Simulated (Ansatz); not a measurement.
# MoS2: the cost of one run

Program: Ansatz 0.2.0. Level of theory: DFT PBEsol+D3(BJ), scalar-relativistic, plane waves, PAW. These are calculated values, not measurements.

4 further runs of the same task are left out: 4 set aside as unsound or not needed. Runs told in other sessions of the task aren't counted.

## 1. The starting structure

The structure is trigonal, space group R3m (No. 160). Conventional cell: a = 3.116 Å, b = 3.116 Å, c = 17.357 Å, α = 90.00°, β = 90.00°, γ = 120.00°. Mo (site symmetry 3m) is surrounded by 6 S at 2.38 Å. Around S (site symmetry 3m) lie 3 Mo at 2.38 Å.

Structure file:

```cif
data_structure
_symmetry_space_group_name_H-M 'P 1'
_symmetry_Int_Tables_number 1
_cell_length_a 6.0589
_cell_length_b 6.0589
_cell_length_c 6.0589
_cell_angle_alpha 29.798
_cell_angle_beta 29.798
_cell_angle_gamma 29.798
_cell_volume 48.64
loop_
_atom_site_label
_atom_site_type_symbol
_atom_site_fract_x
_atom_site_fract_y
_atom_site_fract_z
_atom_site_occupancy
Mo1 Mo 0.00004 0.00004 0.00004 1
S1 S 0.75647 0.75647 0.75647 1
S2 S 0.57679 0.57679 0.57679 1
```

This cell was relaxed beforehand with the same method: volume 16.21 Å³/atom, gap on the mesh 0.53 eV.

## 2. The scan

Rigid slide and opening across a plane, one cut a cell; the plane is (0 0 −1) of the conventional cell, and the faces at the cut hold S and S.

The axes are (1) slide along a1 − a2 (3.116 Å): 6 values from 0.000 to 0.833, periodic; (2) opening across the cut: 5 values from −0.25 to 2.20 Å.

Nothing else is relaxed (rigid halves). Energies count from the perfect crystal. Points are written as (first, second).

## 3. Grid point (0.500, −0.25 Å)

The input, input.yaml:

```yaml
crystal:
  lattice:
    - [-3.1157188068, 0.0, 0.0]
    - [-1.5578594034, -2.6982916378, 0.0]
    - [-0.7789297017, 1.3491458188, 17.107072316]
  atoms:
    - { symbol: Mo, position: [0.5820873322, 0.7512460012, 0.169158669] }
    - { symbol: Mo, position: [0.5772160525, 0.4227839475, 0.8455678949] }
    - { symbol: Mo, position: [0.0796516924, 0.5870149743, 0.507363282] }
    - { symbol: S, position: [0.1983452259, 1.1349881074, 0.9366428816] }
    - { symbol: S, position: [0.7007808657, 0.2992191343, 0.5984382686] }
    - { symbol: S, position: [0.2032165055, 0.4634501611, 0.2602336556] }
    - { symbol: S, position: [0.2894963011, 1.0438370322, 0.7543407311] }
    - { symbol: S, position: [0.7919319409, 0.2080680591, 0.4161361182] }
    - { symbol: S, position: [0.2943675807, 0.3722990859, 0.0779315052] }
basis:
  ecutwfc: 420
kpoints:
  mp_grid: { grid: [12, 12, 2] }
hamiltonian:
  xc: pbesol
  pseudopotentials: { kind: paw, azcp: { folder: soft_1 } }
  dispersion: d3bj
scf:
  occupations: { method: gaussian, width: 0.05 }
output:
  forces: true
  stress: true
  eigenvalues: true
```

On the command line:

```
ansatz run input.yaml --threads 2 --pin off --max-ram 4096MiB --backend cpu --events-out ev --progress --plain --runs-dir out
```

**Question.** How long does this run take on 2 threads of Arm Neoverse N1, shared host, and how much memory does it need?

About 100 s, with a peak of 0.87 GiB.
